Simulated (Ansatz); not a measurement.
Working through a comparison of magnetic orders of CoO, space group R3m

With Ansatz 0.2.0, Python API.

Interactive session:
```pycon
>>> import warnings
>>> import ansatz as az
>>> import numpy as np
>>> def count_gap(report):
...     # lowest empty less highest filled band, counting bands; zero where they overlap
...     return max(report.get('gap_by_band_count_ev') or 0.0, 0.0)
...
>>> CELL = [
...     [1.60222, 0.92504, 5.13294],
...     [-1.60222, 0.92504, 5.13294],
...     [0.0, -1.85008, 5.13294],
... ]
>>> ATOMS = [
...     ('Co', [0.99949, 0.99949, 0.99949]),
...     ('Co', [0.49949, 0.49949, 0.49949]),
...     ('O', [0.3755, 0.3755, 0.3755]),
...     ('O', [0.87553, 0.87553, 0.87553]),
... ]
>>> def build(moments):
...     crystal = az.Crystal(lattice=az.Lattice.of(CELL))
...     for (symbol, position), moment in zip(ATOMS, moments):
...         crystal = crystal.atom(symbol, position, moment=moment or None)
...     return crystal
...
>>> warnings.simplefilter('ignore', az.DeckWarning)
>>> orders = {
...     'FM': [3.0, 3.0, 0, 0],
...     'AFM': [3.0, -3.0, 0, 0],
... }
>>> rows = []
>>> for label, moments in orders.items():
...     base = (
...         build(moments).calculation()
...         .kpoints(8)
...         .occupations('fermi_dirac', width=0.2)
...         .pseudopotentials('nc')
...         .scf(tolerance=1e-07, extra_bands=6)
...         .functional('r2SCAN')
...         .spin('collinear')
...         .band_table()
...     )
...     summary = base.run(threads=1, pin='off').report
...     rows.append((label, summary['free_energy_ev'], summary['magnetization_mub'], summary['absolute_magnetization_mub'], max(abs(m) for m in summary['site_moments_mub']), count_gap(summary)))
...     print(label, 'site moments:', [round(m, 2) for m in summary['site_moments_mub']])
...
FM site moments: [2.39, 2.39, 0.34, 0.34]
AFM site moments: [2.23, -2.23, 0.14, -0.14]
>>> plain = (
...     build([0] * len(ATOMS)).calculation()
...     .kpoints(8)
...     .occupations('fermi_dirac', width=0.2)
...     .pseudopotentials('nc')
...     .scf(tolerance=1e-07, extra_bands=6)
...     .functional('r2SCAN')
...     .band_table()
... )
>>> summary = plain.run(threads=1, pin='off').report
>>> rows.append(('NM', summary['free_energy_ev'], 0.0, 0.0, 0.0, count_gap(summary)))
>>> lowest = min(row[1] for row in rows)
>>> rows = [(row[0], 1000 * (row[1] - lowest) / 2, *row[2:]) for row in sorted(rows, key=lambda row: row[1])]
>>> print('         order  meV/magnetic atom         net muB    absolute muB  largest site muB  gap by band count eV')
         order  meV/magnetic atom         net muB    absolute muB  largest site muB  gap by band count eV
>>> for row in rows:
...     print(f'{str(row[0]):>14s}  {row[1]:17.2f}  {row[2]:14.3f}  {row[3]:14.3f}  {row[4]:16.3f}  {row[5]:20.3f}')
...
           AFM               0.00           0.000           5.256             2.228                 0.545
            FM              45.19           5.911           5.935             2.393                 0.000
            NM             839.62           0.000           0.000             0.000                 0.000
>>> print('lowest of these starts:', rows[0][0])
lowest of these starts: AFM
```

In order of energy: antiferro- or ferrimagnetic (+0.0 meV an atom, largest site moment 2.23 μB), ferromagnetic (+22.6 meV an atom, largest site moment 2.39 μB) and non-magnetic (+419.8 meV an atom, largest site moment 0.00 μB). These are the states reached from the starts typed.

Notes:
- These settings explore the input space; cutoff and mesh may be short of convergence.
- Other magnetic orders than the one started from may lie lower.
- Such functionals run on norm-conserving files made under PBE, which can move pressures by some GPa.
- A Fermi-Dirac width this large means warm electrons, whose thermal share enters the free energy.
- A gap by band count of zero or less means overlapping bands, a metal.
- Without a Hubbard U or exact exchange, semilocal functionals often make such 3d compounds metallic or too weakly gapped.
- r2SCAN tends to overestimate the moments of itinerant magnets.
- This cell is a computed structure, which may not be the phase found in nature.
- Levels are Kohn-Sham eigenvalues on this mesh.
- Each row is the state reached from that start at the given structure, not necessarily the lowest of its order; other orders weren't tried.
- The script silences the warnings on its input, which a real study should read.
- The whole script took 7 min on 1 thread of Arm Neoverse V1 (shared host), peak memory 0.8 GiB.
